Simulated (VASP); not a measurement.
A run of VASP 6.6.1 is set up as follows.

Contents of INCAR:

```
SYSTEM = InSe
PREC = Accurate
ENCUT = 900
EDIFF = 1E-8
ISMEAR = 0
SIGMA = 0.05
LREAL = .False.
LASPH = .True.
NELM = 100
ALGO = Normal
ISIF = 2
LWAVE = .False.
LCHARG = .False.
GGA = PE
NBANDS = 17
ADDGRID = .False.
```

KPOINTS

```
regular mesh
0
Gamma
  10 10 10
  0 0 0
```

File POSCAR:

```
InSe
1.0
    2.0000000000      1.1547005384      8.4400000000
   -2.0000000000      1.1547005384      8.4400000000
    0.0000000000     -2.3094010768      8.4400000000
In Se
2 2
Direct
    0.8886000000      0.8886000000      0.8886000000
    0.0000000000      0.0000000000      0.0000000000
    0.1719000000      0.1719000000      0.1719000000
    0.3835000000      0.3835000000      0.3835000000
```

Potentials or basis: VASP PAW PBE potentials, release 64 (In, Se).

The run is started by

```sh
$ cat potpaw_PBE.64/In/POTCAR potpaw_PBE.64/Se/POTCAR > POTCAR
$ mpirun -np 1 vasp_std > vasp.out
```

(1) What does it give for the largest force?

(2) Estimate the band gap on the k mesh.

(3) Estimate the pressure.

Answers

(1) 0.544 eV/Å.

(2) 0.44 eV, direct.

(3) 3.3 GPa.

Caveat: spin-orbit coupling is left out, which moves the levels of the heavy elements.

**Measured values to compare with.**

“The Interaction of Hydrogen with the van der Waals Crystal γ-InSe”, 2020, pmc:7321205 reports, for a bulk crystal of InSe at 300 K: band gap 1.25 eV.

Measured gap of InSe: 1.25 eV (300 K; “The Interaction of Hydrogen with the van der Waals Crystal γ-InSe”, 2020, pmc:7321205). This calculation gives 0.44 eV (-0.81 eV). Spin-orbit coupling on In, Se is left out. The value is that of PBE on a finite k mesh, which can miss the band edges, without temperature or zero-point motion. Semilocal functionals fall short of measured gaps as a rule.
